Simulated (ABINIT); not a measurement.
Runs of ABINIT 10.8.3 (patched build) on Sn. Symmetry: I4_1/amd, No. 141, tetragonal system. The conventional cell has a = 5.880 Å, b = 5.880 Å, c = 3.199 Å, α = 90.00°, β = 90.00°, γ = 90.00°. Around Sn (site symmetry -4m2) lie 6 Sn at 3.05 to 3.20 Å. 

```tsv
task	level	potentials or basis	cell	k mesh	cutoff (eV)	cell freedom (optcell)	cutoff smearing ecutsm (Ha)	optimiser (ionmov)	force stop (Ha/bohr)	fine-grid cutoff	mesh quality	gap on the mesh (eV)	pressure (GPa)
relaxation of cell and atoms	r2SCAN	JTH PAW PBE v2.0	relaxed	6 × 6 × 6	707	2	0.5	2	0.0005	1306.15 eV	coarse	none	-
band structure	PBE	JTH PAW PBE v2.0 sp	as given	9 × 9 × 9	408	-	-	-	-	816.342 eV	not flagged	none	-
single point	r2SCAN	Ansatz NC r2SCAN	as given	7 × 7 × 7	1469	-	-	-	-	-	not flagged	none	-
single point	PBEsol	PseudoDojo NC SR PBEsol v0.4.1 standard	as given	9 × 9 × 9	980	-	-	-	-	-	not flagged	none	-1.4
single point	LDA	JTH PAW LDA v2.0	as given	12 × 12 × 12	408	-	-	-	-	816.342 eV	not flagged	none	-
single point	LDA	JTH PAW LDA v2.0	as given	7 × 7 × 7	408	-	-	-	-	816.342 eV	not flagged	none	-
single point	PBE	JTH PAW PBE v2.0	as given	9 × 9 × 9	599	-	-	-	-	1197.3 eV	not flagged	none	(a)
```

Alike in all rows: no spin polarisation; smearing fermi-dirac 0.05 eV.

Fill in the values left out.

(a) 1.5.

Caveats: some runs use coarse meshes; the PAW data sets were made with another functional, which shifts forces and pressure a little (some runs); this set keeps more shells in the core, which shifts pressures and gaps (some runs).

A k mesh can miss the band edges, and the runs leave out spin-orbit coupling on Sn.

A gap of «none» marks a metal or a gap under the smearing width.

Not every run made on this cell is shown here.
